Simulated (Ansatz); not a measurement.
Crystal: GaN.

```
Ga N
1.0
     3.18000    0.00000    0.00000
    -1.59000    2.75396    0.00000
     0.00000    0.00000    5.16600
Ga N
2 2
Direct
  0.66667 0.33333 0.50000
  0.33333 0.66667 0.00000
  0.66667 0.33333 0.87500
  0.33333 0.66667 0.37500
```

| Property | Result |
| --- | --- |
| Program | Ansatz 0.2.0 |
| Task | relaxation of cell and atoms |
| Functional | PBE |
| Dispersion | D3(BJ) |
| Potentials or basis | Ansatz PAW |
| Cutoff | 420 eV (not typed: the program's choice for these potentials) |
| k mesh | 10 × 10 × 5 |
| Occupations | fermi-dirac, width 0.05 eV |
| Spin | no spin polarisation |

At the start: volume 11.31 Å³/atom.

Q: Where does the relaxation end?

A: It ends after 7 steps and the volume is 11.52 Å³/atom (+1.9 %); space group P6_3mc (No. 186, to 0.05 Å).

Step by step:
```tsv
step	energy change (eV)	largest force (eV/Å)	volume (Å³)
1	0.0000	0.1362	45.24
2	-0.0068	0.0966	45.73
3	-0.0078	0.0420	46.07
4	-0.0080	0.0031	46.06
5	-0.0108	0.0028	46.06
6	-0.0108	0.0000	46.09
7	-0.0108	0.0000	46.09
```

Final structure:
```
Ga N
1.0
     3.19654    0.00000    0.00000
    -1.59827    2.76828    0.00000
     0.00000    0.00000    5.20858
Ga N
2 2
Direct
  0.66667 0.33333 0.49919
  0.33333 0.66667 0.99919
  0.66667 0.33333 0.87581
  0.33333 0.66667 0.37581
```

Caveat: the plane-wave basis is chosen anew once the cell has moved, so the energies of steps on either side of that aren't comparable; the pressure holds a Pulay correction of +0.5 GPa for the finite cutoff.
